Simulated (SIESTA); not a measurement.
**GaP: band structure with LDA**

GaP:

```xyz
4
Lattice="1.9430 1.1218 6.4308 -1.9430 1.1218 6.4308 0.0000 -2.2436 6.4308" Properties=species:S:1:pos:R:3 pbc="T T T"
Ga    0.0000    0.0000   10.8930
Ga    0.0000    0.0000    8.3994
P     0.0000    0.0000   18.1853
P     0.0000    0.0000    1.1072
```

Measurements of this composition are mostly on another form, of space group No. 216.

```json
{
  "Program": "SIESTA 5.4.2",
  "Task": "band structure",
  "Functional": "LDA",
  "Potentials or basis": "PseudoDojo 0.4 standard (LDA files)",
  "Basis": "DZP (energy shift 0.003 Ry; two zetas on semicore shells)",
  "Grid cutoff": "800 Ry",
  "Energy shift": "0.003 Ry",
  "k mesh": "8 × 8 × 8",
  "Occupations": "fermi-dirac, width 0.05 eV",
  "Spin": "no spin polarisation"
}
```

* Pressure: -4.4 GPa
* Largest force: 0.223 eV/Å
* Band gap on the k mesh: 0.74 eV, indirect (least direct gap 1.01 eV)
* Band gap along the path: 0.74 eV, indirect (least direct gap 1.00 eV)

Forces in eV/Å, atoms in the order of the input:
```
Ga   0.000  0.000 -0.077
Ga   0.000  0.000  0.077
P    0.000  0.000 -0.223
P    0.000  0.000  0.223
```

Stress tensor (GPa, compression positive):
```
-4.56  0.00  0.00
 0.00 -4.56  0.00
 0.00  0.00 -4.17
```

Levels at the corners of the path, in eV from the valence-band top:
```tsv
point	band 16	band 17	band 18	band 19	band 20	band 21
Γ	-0.31	0.00	0.00	1.01	1.41	2.70
L	-2.86	-2.74	-1.78	1.52	2.63	3.59
B1	-4.12	-3.48	-1.18	1.72	2.28	4.91
B	-4.12	-3.48	-1.18	1.72	2.28	4.91
Z	-1.73	-0.27	-0.27	1.04	2.27	3.82
Γ	-0.31	0.00	0.00	1.01	1.41	2.70
X	-3.75	-3.74	-1.23	1.59	3.17	3.68
Q	-3.75	-3.74	-1.23	1.59	3.17	3.68
F	-3.13	-1.24	-0.55	0.74	1.36	1.37
P1	-3.07	-1.37	-1.35	0.98	1.59	2.18
Z	-1.73	-0.27	-0.27	1.04	2.27	3.82
L	-2.86	-2.74	-1.78	1.52	2.63	3.59
P	-3.07	-1.37	-1.35	0.98	1.59	2.18
```

It took 5.8 min on 1 thread of AMD EPYC 9R45 96-Core Processor (Zen 5), with other jobs on the host, peak memory 2 GiB.

Caveat: the basis of atomic orbitals isn't converged, which shifts pressures, moduli and gaps. A hybrid or GW would open this gap; LDA tends to underestimate it.
